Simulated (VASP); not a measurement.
A run of VASP 6.6.1 is set up as follows.

INCAR

```
ALGO = Normal ; EDIFF = 1E-6
EDIFFG = -0.005 ; ENCUT = 700
GGA = PE ; IBRION = 2
ISIF = 3 ; ISMEAR = 1
ISPIN = 2 ; LASPH = True
LCHARG = False ; LMAXMIX = 4
LORBIT = 11 ; LREAL = False
LWAVE = False ; MAGMOM = 1.8 1.8
NELM = 120 ; NSW = 60
PREC = Accurate ; SIGMA = 0.1
```

File KPOINTS:

```
k-points
0
Gamma
  20 20 10
```

The input POSCAR:

```
Co
1.0
    2.4600000000      0.0000000000      0.0000000000
   -1.2300000000      2.1304224900      0.0000000000
    0.0000000000      0.0000000000      3.9700000000
Co
2
Direct
    0.3333333300      0.6666666700      0.2500000000
    0.6666666700      0.3333333300      0.7500000000
```

Potentials or basis: VASP PAW PBE potentials, release 64 (Co).

The run is started by

```bash
$ cat potpaw_PBE.64/Co/POTCAR > POTCAR
$ mpirun -np 1 vasp_std > vasp.out
```

Task: What does it give for the space group after relaxing (to 0.05 Å)?

Result: P6_3/mmc (No. 194).

Task: Predict the site moments.

Result: Co +1.61 μB.

The path:
```
step  energy change (eV)  largest force (eV/Å)  pressure (GPa)  volume (Å³)
   1              0.0000                0.0000            9.16        20.81
   2              0.0072                0.0000           -8.79        22.65
   3             -0.0224                0.0000           -0.08        21.63
   4             -0.0224                0.0000            0.07        21.61
   5             -0.0225                0.0000            0.10        21.61
   6             -0.0225                0.0000            0.12        21.61
   7             -0.0225                0.0000            0.02        21.62
```
